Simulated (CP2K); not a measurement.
The system is Ge.

```
Ge
1.0
     4.00068    0.00000    0.00000
     2.00034    3.46469    0.00000
     2.00034    1.15490    3.26654
Ge
2
Cartesian
  6.0010 3.4647 2.4499
  4.0007 2.3098 1.6333
```

Base run:

```yaml
Program: CP2K 2026.2
Functional: PBE
Potentials_or_basis: GTH_POTENTIALS Ge GTH-BLYP-q4; DZVP-MOLOPT-SR-GTH basis
Density_cutoff: 6123 eV
k_mesh: 8 × 8 × 8
Occupations: fermi-dirac, width 0.05 eV
Spin: no spin polarisation
```

Its results: band gap on the k mesh 0.12 eV, direct; pressure 2.9 GPa.

Problem. After a change of settings the same cell gave: band gap on the k mesh none (metal or under the smearing width); pressure -1.8 GPa. Which change was it?
A. potentials or basis from GTH_POTENTIALS Ge GTH-BLYP-q4; DZVP-MOLOPT-SR-GTH basis to POTENTIAL_UZH Ge GTH-SCAN-q4; DZVP-MOLOPT-SR-GTH basis; potentials from Ge GTH-BLYP-q4 of GTH_POTENTIALS to Ge GTH-SCAN-q4 of POTENTIAL_UZH
B. potentials or basis from GTH_POTENTIALS Ge GTH-BLYP-q4; DZVP-MOLOPT-SR-GTH basis to GTH_POTENTIALS Ge GTH-PADE-q4; DZVP-MOLOPT-SR-GTH basis; potentials from Ge GTH-BLYP-q4 of GTH_POTENTIALS to Ge GTH-PADE-q4 of GTH_POTENTIALS
C. potentials or basis from GTH_POTENTIALS Ge GTH-BLYP-q4; DZVP-MOLOPT-SR-GTH basis to GTH_POTENTIALS Ge GTH-PBE-q4; DZVP-MOLOPT-SR-GTH basis; potentials from Ge GTH-BLYP-q4 of GTH_POTENTIALS to Ge GTH-PBE-q4 of GTH_POTENTIALS
D. potentials or basis from GTH_POTENTIALS Ge GTH-BLYP-q4; DZVP-MOLOPT-SR-GTH basis to POTENTIAL_UZH Ge GTH-PBE0-q4; DZVP-MOLOPT-SR-GTH basis; potentials from Ge GTH-BLYP-q4 of GTH_POTENTIALS to Ge GTH-PBE0-q4 of POTENTIAL_UZH

Solution. B.

Caveats: the potentials were made for another functional, which shifts forces and pressure; the basis of atomic orbitals isn't converged, which shifts pressures, moduli and gaps.
